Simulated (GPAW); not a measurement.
# Hf (P-1) in GPAW: single point with PBE

Aim: the single point of Hf with PBE.

Program: GPAW 26.7.0. These are calculated values, not measurements. Logs are shortened: lines on timing, memory, paths and dates and some standing lists are left out, and cuts for length are marked. The log counts tension as positive stress, the text compression.

### 1 The cell of the first run

The typed cell holds 1 atom: a = 2.880 Å, b = 3.093 Å, c = 3.172 Å, α = 104.64°, β = 108.16°, γ = 109.13°.

This isn't the form of Hf at room conditions, which is hcp.

### 2 Single point, PBE (cell sheared at random, sigma 0.06, atoms nudged by 0.01 Å)

File run.py:

```python
from ase import Atoms
from ase.dft.bandgap import bandgap
from ase.io import write
from ase.units import GPa
from gpaw import GPAW, PW

atoms = Atoms(['Hf'],
              cell=[[-1.69499963, 1.65212262, 1.64090873],
                    [1.87648335, -1.65155032, 1.82182015],
                    [1.94105724, 1.89760792, -1.64033643]],
              scaled_positions=[[0.0, 0.0, 0.0]],
              pbc=True)

calc = GPAW(mode=PW(450),
            xc='PBE',
            kpts={'size': (9, 8, 8), 'gamma': True},
            occupations={'name': 'fermi-dirac', 'width': 0.05},
            nbands=14,
            maxiter=120,
            txt='gpaw.txt')
atoms.calc = calc
energy = atoms.get_potential_energy()
forces = atoms.get_forces()
stress = atoms.get_stress()
calc.write('gs.gpw')
write('result.traj', atoms)
print(f'Energy: {energy:.6f} eV')
print('Forces (eV/A):')
print(forces.round(4))
print('Stress (GPa):', (stress / GPa).round(3))
print('Fermi level:', round(calc.get_fermi_level(), 4), 'eV')
print(f'Gap: {bandgap(calc)[0]:.4f} eV, direct: {bandgap(calc, direct=True)[0]:.4f} eV')
```

Potentials or basis: GPAW PAW data sets (gpaw-data 1.2.1), pw.

Launch:

```sh
OMP_NUM_THREADS=1 python run.py
```

gpaw.txt:

```text
__  _  _
 | _ |_)|_||  |
 |__||  | ||/\| - 26.7.0

Input parameters:
  mode=PW(ecut=450.00000000000006),
  kpts=MonkhorstPack(size=(9, 8, 8), gamma=True),
  maxiter=120,
  nbands=14,
  occupations=Occupations(name='fermi-dirac', width=0.05),
  xc=XC(name='PBE')

Diagonalizing LCAO Hamiltonian
Converting LCAO to pw mode

       Hf

Atoms  # Å, Bohr magnetons
|   | symbol |        x |        y |        z |    initial magnetic moments |
|---|--------|----------|----------|----------|-----------------------------|
| 0 |     Hf | 0.000000 | 0.000000 | 0.000000 | ( 0.0000,  0.0000,  0.0000) |

Unit cell  # Å
| periodic |         x |         y |         z |  lengths |     angles |
|----------|-----------|-----------|-----------|----------|------------|
|      yes | -1.695000 |  1.652123 |  1.640909 | 2.880124 | 104.642879 |
|      yes |  1.876483 | -1.651550 |  1.821820 | 3.093192 | 108.157475 |
|      yes |  1.941057 |  1.897608 | -1.640336 | 3.171644 | 109.131654 |

Number of symmetries: 2
Symmetry operations  # r_c * U_cc + t_c -> r_c
|   | kind |            matrix            |
|---|------|------------------------------|
| 0 |  E   |  1, 0, 0,  0, 1, 0,  0, 0, 1 |
| 1 |  i   | -1, 0, 0,  0,-1, 0,  0, 0,-1 |

BZ-sampling:
  Number of BZ points: 576
  Number of IBZ points: 290

  Monkhorst-Pack size: [9, 8, 8]
  Monkhorst-Pack shift: [0.0, 0.0625, 0.0625]

K-points  # in reciprocal-cell coordinates
|     |                                coordinates |     weight |
|-----|--------------------------------------------|------------|
|   0 | (  0.00000000,   0.00000000,   0.00000000) | 0.00173611 |
|   1 | (  0.00000000,   0.00000000,   0.12500000) | 0.00347222 |
|   2 | (  0.00000000,   0.00000000,   0.25000000) | 0.00347222 |
|   3 | (  0.00000000,   0.00000000,   0.37500000) | 0.00347222 |
|   4 | (  0.00000000,   0.00000000,   0.50000000) | 0.00173611 |
|   5 | (  0.00000000,   0.12500000,  -0.37500000) | 0.00347222 |
|   6 | (  0.00000000,   0.12500000,  -0.25000000) | 0.00347222 |
|   7 | (  0.00000000,   0.12500000,  -0.12500000) | 0.00347222 |
|   8 | (  0.00000000,   0.12500000,   0.00000000) | 0.00347222 |
|   9 | (  0.00000000,   0.12500000,   0.12500000) | 0.00347222 |
| ... |                                            |            |
| 289 | (  0.44444444,   0.50000000,   0.50000000) | 0.00347222 |

Plane wave coefficients: 519
Cutoff: 450.00000000000006 eV

Spin-components: 1 (collinear spins)
Bands:           14
Projectors:      6
Spin-degeneracy: 2
Datatype:        complex128

Parallelization:
  kpt:    1
  domain: 1
  band:   1

Density:
  Valence electrons: 12.0
  Components: 1
  Grid points: [15 16 16]
  Charge: 0.0  # |e|

Potential:
  Grid points: [15 16 16]

species:
  Hf:
    name:    Hafnium
    Z:       72.0
    valence: 12
    core:    60
    charge:  0.0  # [|e|]
    compensation charges:
      type: gauss
      rc: 0.41  # [Å]
      lmax: 2
    cutoffs:
      filter: 2.36  # [Å]
      core: 4.02  # [Å]
    projectors
    | kind |    occ | energy [eV] | rcut [Å] |
    |------|--------|-------------|----------|
    |   5s |  2.000 |     -66.831 |    1.397 |
    |   6s |  2.000 |      -5.097 |    1.397 |
    |   5p |  6.000 |     -35.599 |    1.307 |
    |   6p |  0.000 |      -1.401 |    1.307 |
    |   5d |  2.000 |      -2.699 |    1.334 |
    |    d |        |      24.513 |    1.334 |

    Using partial waves for Hf as LCAO basis

Reference energy: -409886.115275  # eV

eigensolver:
  PPCG
  Converge bands: occupied
  niter=2

density mixing:
  MSR1-Mixer
  Pratt-step length: 0.05
  Maximum mixing coefficient: 0.75
  Old densities: 10
  SVD Regularization: 0.005
  Good broyden scale: 1.0
  Trust region scale: 1.0
  Backstep threshold: 4.0
  History deletion threshold: 6.0
  Fourier metric: weight=20.0, sigma=0.015

occupation numbers:
  Fermi-Dirac:
    width: 0.0500  # eV

poisson solver:
  ecut: 3600.0000000000005  # eV

xc functional:
  name: PBE with 2 nearest neighbor stencil

convergence criteria:
- Maximum [total energy] change in last 3 cyles: 0.0005 eV / valence electron
- Maximum integral of absolute [dens]ity change: 0.0001 electrons / valence electron
- Maximum integral of absolute [eigenst]ate change: 4e-08 eV^2 / valence electron
maximum number of iterations: 120

SCF iterations
|iter     | |      energy | eigst |  dens |
|---------|-|-------------|-------|-------|
|iter:   1| |   -7.327207 | -0.27 |       |
|iter:   2| |   -7.311385 | -3.02 | -1.31 |
|iter:   3| |   -7.234864 | -1.98 | -1.34 |
|iter:   4| |   -7.239109 | -3.24 | -1.95 |
|iter:   5| |   -7.240190c| -4.49 | -2.38 |
|iter:   6| |   -7.240204c| -6.15 | -3.34 |
|iter:   7| |   -7.240204c| -7.70c| -4.17c|

Converged in 7 steps
Energy contributions relative to reference atoms: (reference = -409886.115275)

Energy contributions:
  Kinetic:           4.199566
  Coulomb:          -4.028491
  Zero:             -0.496516
  External:          0.000000
  Xc:               -6.907378
  Entropy:          -0.014773
  Spinorbit:         0.000000
  ----------------------------
  Free energy:      -7.247591
  Extrapolated:     -7.240204

dipole moment: (-7.708059, -6.893288, -6.618063)  # |e|*Ang

Fermi level: 9.149
Eigenvalues  # (at kpt = [0.000, 0.000, 0.000])
| band index |      eig [eV] | occ [0-2] |
|------------|---------------|-----------|
|          0 |       -52.402 |     2.000 |
|          1 |       -21.001 |     2.000 |
|          2 |       -20.898 |     2.000 |
|          3 |       -20.702 |     2.000 |
|          4 |         2.302 |     2.000 |
|          5 |         9.555 |     0.001 |
|          6 |         9.923 |     0.000 |
|          7 |        11.978 |     0.000 |
|          8 |        13.342 |     0.000 |
|          9 |        14.047 |     0.000 |
|         10 |        20.871 |     0.000 |
|         11 |        22.825 |     0.000 |
|         12 |        23.770 |     0.000 |
|         13 |        30.189 |     0.000 |

No gap
No difference between direct/indirect transitions

Forces  # eV/Ang
|       x |       y |       z |
|---------|---------|---------|
| 0.00000 | 0.00000 | 0.00000 |  # Hf   0

Stress tensor  # eV/Ang^3
|        x |        y |        z |
|----------|----------|----------|
| 0.011350 | 0.041030 | 0.027306 |
| 0.041030 | 0.018215 | 0.006205 |
| 0.027306 | 0.006205 | 0.021619 |

# Writing to gs.gpw (mode='')
```

Run time: 22 s. Hardware: 1 thread of Arm Neoverse V2, shared host; peak memory 0.18 GiB.

What came out:

```
Free energy            : -7.2476 eV
Pressure               : -2.7 GPa
Band gap on the k mesh : none (metal or under the smearing width)
```

Caveat: the cutoff is short for stress and forces, so pressures can be off by a GPa or more. Spin-orbit coupling is left out, which matters for the levels of Hf.
